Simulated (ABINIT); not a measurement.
## Quasiparticle gap of AlN (P6_3mc) in ABINIT

Aim: the G0W0 gap of AlN (P6_3mc) on PBE, step by step.

Method: PBE and many-body steps on it, plane waves, in ABINIT 10.8.3.

The database entry behind the starting cell differs from later determinations by our own check (inner coordinate u about 0.002 short), so it need not match the best structure at ambient conditions.

## (1) The structure

The structure is hexagonal, space group P6_3mc (No. 186). The conventional cell has a = 3.113 Å, b = 3.113 Å, c = 4.981 Å, α = 90.00°, β = 90.00°, γ = 120.00°. Al has 4 N at 1.89 Å nearest. N has 4 Al at 1.89 Å nearest. Farther neighbours and most contacts between anions are not listed.

The cell and positions come from the Crystallography Open Database and are kept as given unless a step says otherwise.

## (2) Ground state

This step: ABINIT 10.8.3; DFT, PBE, plane waves, norm-conserving pseudopotentials.

The ground-state density comes first.

File run.abi:

```
acell 3*1.0 Angstrom
rprim 
  3.113000000011 -0.000000000003 0.000000000000
  -1.556500000003 2.695937081992 0.000000000000
  0.000000000000 0.000000000000 4.981000000000
ntypat 2
znucl 13 7
natom 4
typat 1 1 2 2
xred 
  0.333333333333 0.666666666667 0.000000000000
  0.666666666667 0.333333333333 0.500000000000
  0.333333333333 0.666666666667 0.380000000000
  0.666666666667 0.333333333333 0.880000000000
pp_dirpath "pseudos"
pseudos "Al.upf, N.upf"
ecut 36
ngkpt 6 6 4
nshiftk 1
shiftk 0 0 0
kptopt 1
chksymbreak 0
nband 14
occopt 1
tolvrs 1e-10
nstep 60
prtwf 0
optforces 0
optstress 0
indata_prefix "in"
outdata_prefix "out"
tmpdata_prefix "tmp"
```

Launch:

```console
> OMP_NUM_THREADS=1 mpirun -n 4 abinit run.abi > log
```

Numbers of over 12 decimals in the logs are rounded to 6 here.

The log of the run:

```text
.Version 10.8.3 of ABINIT. v10.8.2 released Aug 2026.

 Symmetries : space group P6_3 m c (#186); Bravais hP (primitive hexag.)
================================================================================
 Values of the parameters that define the memory need of the present run
     intxc =       0    ionmov =       0      iscf =       7    lmnmax =       6
     lnmax =       6     mgfft =      54  mpssoang =       3    mqgrid =    3001
     natom =       4  nloc_mem =       1    nspden =       1   nspinor =       1
    nsppol =       1      nsym =      12    n1xccc =    2501    ntypat =       2
    occopt =       1   xclevel =       2
-    mband =          14        mffmem =           1         mkmem =           6
       mpw =        2934          nfft =       55296          nkpt =          21
================================================================================
  Rough estimation (10% accuracy) of disk space for files :
================================================================================

--------------------------------------------------------------------------------
------------- Echo of variables that govern the present computation ------------
--------------------------------------------------------------------------------
 -outvars: echo values of preprocessed input variables --------
            acell      1.8897261259E+00  1.8897261259E+00  1.8897261259E+00 Bohr

      chksymbreak           0
             ecut      3.60000000E+01 Hartree
-          fftalg         312

              ixc     -101130
              kpt      0.00000000E+00  0.00000000E+00  0.00000000E+00
                       1.66666667E-01  0.00000000E+00  0.00000000E+00
                       3.33333333E-01  0.00000000E+00  0.00000000E+00
                       5.00000000E-01  0.00000000E+00  0.00000000E+00
                       1.66666667E-01  1.66666667E-01  0.00000000E+00
                       3.33333333E-01  1.66666667E-01  0.00000000E+00
                       3.33333333E-01  3.33333333E-01  0.00000000E+00
                       0.00000000E+00  0.00000000E+00  2.50000000E-01
                       1.66666667E-01  0.00000000E+00  2.50000000E-01
   [... 10 further rows ...]
                       3.33333333E-01  1.66666667E-01  5.00000000E-01
                       3.33333333E-01  3.33333333E-01  5.00000000E-01
         kptrlatt        6    0    0      0    6    0      0    0    4
          kptrlen      3.52963046E+01
P           mkmem           6
            natom           4
            nband          14
            ngfft          32      32      54
             nkpt          21
            nstep          60
             nsym          12
           ntypat           2
              occ      2.000000  2.000000  2.000000  2.000000  2.000000  2.000000
                       2.000000  2.000000  0.000000  0.000000  0.000000  0.000000
                       0.000000  0.000000
        optforces           0
        optstress           0
            prtwf           0
            rprim      3.1130000000E+00 -3.0000000000E-12  0.0000000000E+00
[...]
spgroup         186

           tolvrs      1.00000000E-10

             xred      3.3333333333E-01  6.6666666667E-01  1.1102230246E-16
[...]
znucl       13.00000    7.00000

================================================================================

 chkinp: Checking input parameters for consistency.

================================================================================
== DATASET  1 ==================================================================
-   mpi_nproc: 4, omp_nthreads: 1 (-1 if OMP is not activated)

--- !DatasetInfo
iteration_state: {dtset: 1, }
dimensions: {natom: 4, nkpt: 21, mband: 14, nsppol: 1, nspinor: 1, nspden: 1, mpw: 2934, }
cutoff_energies: {ecut:  36.0, pawecutdg:  -1.0, }
electrons: {nelect:   1.60000000E+01, charge:   0.00000000E+00, occopt:   1.00000000E+00, tsmear:   1.00000000E-02, }

 Real(R)+Recip(G) space primitive vectors, cartesian coordinates (Bohr,Bohr^-1):
 R(1)=  5.8827174  0.0000000  0.0000000  G(1)=  0.1699895  0.0981435  0.0000000
 R(2)= -2.9413587  5.0945827  0.0000000  G(2)=  0.0000000  0.1962869  0.0000000
 R(3)=  0.0000000  0.0000000  9.4127258  G(3)=  0.0000000  0.0000000  0.1062392
 Unit cell volume ucvol=  2.8209931E+02 bohr^3
 Angles (23,13,12)=  9.00000000E+01  9.00000000E+01  1.20000000E+02 degrees

 getcut: wavevector=  0.0000  0.0000  0.0000  ngfft=  32  32  54
         ecut(hartree)=     36.000   => boxcut(ratio)=   2.01398

--- Pseudopotential description ------------------------------------------------
- Al Generated using ONCVPSP code by D. R. Hamann
- 13.00000   3.00000  171031                  znucl, zion, pspdat
12 -101130 2 -1 1876                          pspcod,pspxc,lmax,lloc,mmax
     nproj     2     2     2
  pspatm : epsatm=    4.08140545
         --- l  ekb(1:nproj) -->
[...]
pspatm: atomic psp has been read  and splines computed

- N Generated using ONCVPSP code by D. R. Hamann
-  7.00000   5.00000  171031                  znucl, zion, pspdat
12 -101130 1 -1 1058                          pspcod,pspxc,lmax,lloc,mmax
     nproj     2     2     0
  pspatm : epsatm=    5.20977870
         --- l  ekb(1:nproj) -->
[...]
pspatm: atomic psp has been read  and splines computed

   2.97317893E+02                                ecore*ucvol(ha*bohr**3)
--------------------------------------------------------------------------------

_setup2: Arith. and geom. avg. npw (full set) are    2910.285    2910.260

================================================================================

--- !BeginCycle
iteration_state: {dtset: 1, }
solver: {iscf: 7, nstep: 60, nline: 4, wfoptalg: 0, }
tolerances: {tolvrs: 1.00E-10, }

     iter   Etot(hartree)      deltaE(h)  residm     vres2
 ETOT  1  -25.271539827214    -2.527E+01 6.107E-02 8.448E+02
 ETOT  2  -25.352258701810    -8.072E-02 1.435E-02 6.550E+02
 ETOT  3  -25.587401781115    -2.351E-01 2.152E-02 9.364E-01
 ETOT  4  -25.588085893888    -6.841E-04 8.287E-03 1.660E-02
 ETOT  5  -25.588088186692    -2.293E-06 3.580E-03 1.904E-03
 ETOT  6  -25.588088419180    -2.325E-07 1.893E-03 2.744E-05
 ETOT  7  -25.588088426564    -7.385E-09 1.489E-03 4.553E-06
 ETOT  8  -25.588088428187    -1.623E-09 1.240E-03 2.558E-08
 ETOT  9  -25.588088428195    -7.368E-12 2.108E-03 7.436E-10
 ETOT 10  -25.588088428195    -3.553E-13 1.204E-03 6.679E-11

 At SCF step   10       vres2   =  6.68E-11 < tolvrs=  1.00E-10 =>converged.

--- !ResultsGS
iteration_state: {dtset: 1, }
comment   : Summary of ground state results
lattice_vectors:
- [  5.8827174,  -0.0000000,   0.0000000, ]
- [ -2.9413587,   5.0945827,   0.0000000, ]
- [  0.0000000,   0.0000000,   9.4127258, ]
lattice_lengths: [   5.88272,    5.88272,    9.41273, ]
lattice_angles: [ 90.000,  90.000, 120.000, ] # degrees, (23, 13, 12)
lattice_volume:   2.8209931E+02
convergence: {deltae: -3.553E-13, res2:  6.679E-11, residm:  1.204E-03, diffor:  0.000E+00, }
etotal    :  -2.55880884E+01
entropy   :   0.00000000E+00
fermie    :   1.95302428E-01
cartesian_stress_tensor: null
pressure_GPa: null
xred      :
- [  3.3333E-01,   6.6667E-01,   1.1102E-16, Al]
- [  6.6667E-01,   3.3333E-01,   5.0000E-01, Al]
- [  3.3333E-01,   6.6667E-01,   3.8000E-01,  N]
- [  6.6667E-01,   3.3333E-01,   8.8000E-01,  N]
cartesian_forces: null
force_length_stats: {min: null, max: null, mean: null, }

 Integrated electronic density in atomic spheres:
 ------------------------------------------------
 Atom  Sphere_radius  Integrated_density
[...]
4        2.00000          5.37790308
================================================================================

 ----iterations are completed or convergence reached----

 Mean square residual over all n,k,spin=   65.436E-07; max=  12.038E-04
 reduced coordinates (array xred) for    4 atoms
       0.333333333333      0.666666666667      0.000000000000
       0.666666666667      0.333333333333      0.500000000000
       0.333333333333      0.666666666667      0.380000000000
       0.666666666667      0.333333333333      0.880000000000
 rms dE/dt=  0.0000E+00; max dE/dt=  0.0000E+00; dE/dt below (all hartree)
    1       0.000000000000      0.000000000000      0.000000000000
    2       0.000000000000      0.000000000000      0.000000000000
    3       0.000000000000      0.000000000000      0.000000000000
    4       0.000000000000      0.000000000000      0.000000000000

 cartesian coordinates (angstrom) at end:
    1      1.67e-12     1.797291     0.000000
    2      1.556500     0.898646     2.490500
    3      1.67e-12     1.797291     1.892780
    4      1.556500     0.898646     4.383280
 length scales=  1.889726125908  1.889726125908  1.889726125908 bohr
              =  1.000000000000  1.000000000000  1.000000000000 angstroms
 prteigrs : about to open file out_EIG
 Fermi (or HOMO) energy (hartree) =   0.19530   Average Vxc (hartree)=  -0.39340
 Eigenvalues (hartree) for nkpt=  21  k points:
 kpt#   1, nband= 14, wtk=  0.00694, kpt=  0.0000  0.0000  0.0000 (reduced coord)
  -0.36127   -0.28223   -0.02425    0.16476    0.16476    0.18869    0.18869    0.19530
   0.35040    0.44063    0.58456    0.60656    0.60656    0.67969
 prteigrs : prtvol=0 or 1, do not print more k-points.

--- !EnergyTerms
iteration_state     : {dtset: 1, }
comment             : Components of total free energy in Hartree
kinetic             :  1.63754067526022E+01
hartree             :  5.68913969397744E+00
xc                  : -8.49822455014195E+00
Ewald energy        : -2.17432241271520E+01
psp_core            :  1.05394762412788E+00
local_psp           : -1.71233917846310E+01
non_local_psp       : -1.34174203697761E+00
total_energy        : -2.55880884281950E+01
total_energy_eV     : -6.96287357515931E+02
band_energy         :  5.39239397939089E-02

== END DATASET(S) ==============================================================
================================================================================

 -outvars: echo values of variables after computation  --------
           etotal     -2.5588088428E+01
            nband          14
             nkpt          21
          spgroup         186
 [... the other variables as echoed above ...]

 Calculation completed.
```

It took 6.5 s on 4 MPI ranks of Arm Neoverse V2, shared host; peak memory 0.29 GiB; 26 s of CPU time.

This step gave:

- total energy: -696.2874 eV
- gap: 4.220 eV
- k of the valence top: 0, 0, 0
- k of the conduction bottom: 0, 0, 0
- least direct gap: 4.220 eV

The gap is direct, at Γ.

[end of part 1 of 3]

[Paths, hosts, dates, memory and timing lines, banners, echoed tables and standing remarks are left out of the program output.]

[Logs are printed without paths, hosts, clocks, repeated set-up lines and the standing remarks that a program may print on its own settings, such as how far it seeks lower states.]

[Runs of the session that timed out or met a known fault of the program may be left out.]

[Hosts, paths, dates, database ids (printed as entryN), source tags and the programs' standing remarks are cut or masked in the printed files.]

[G0W0 gaps are taken among the corrected bands and points alone; a level outside them can change the order at an edge.]

[Where Ansatz stands beside ABINIT at settings called matched, ABINIT's density can come from a denser mesh and the files from another edition; pairs whose starting gaps differed by over 0.03 eV were left out, so agreement reads better than it is.]
